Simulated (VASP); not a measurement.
Crystal: MgS (Niningerite).

```
S Mg
1.0
     0.00000    2.60165    2.60165
     2.60165    0.00000    2.60165
     2.60165    2.60165    0.00000
S Mg
1 1
Direct
  0.50000 0.50000 0.50000
  0.00000 0.00000 0.00000
```

```yaml
Program: VASP 6.6.1
Task: relaxation of cell and atoms
Functional: PBE
Dispersion: D4
Potentials_or_basis: VASP PAW PBE potentials, release 64 (S, Mg)
Cutoff: 600 eV
k_mesh: 9 × 9 × 9
Occupations: fermi-dirac, width 0.05 eV
Spin: no spin polarisation
```

At the start: pressure -1.7 GPa; volume 17.61 Å³/atom.

Task: Where does the relaxation end?

Result: Over 3 steps the energy falls by 2.1 meV/atom and the volume is 17.23 Å³/atom (-2.2 %); space group Fm-3m (No. 225, to 0.05 Å).

The path:
```csv
step,energy change (eV),largest force (eV/Å),pressure (GPa),volume (Å³)
1,0.0000,0.0000,-1.69,35.22
2,-0.0039,0.0000,0.42,34.28
3,-0.0042,0.0000,0.00,34.45
```

Final structure:
```
S Mg
1.0
     0.00000    2.58258    2.58258
     2.58258    0.00000    2.58258
     2.58258    2.58258    0.00000
S Mg
1 1
Direct
  0.50000 0.50000 0.50000
  0.00000 0.00000 0.00000
```
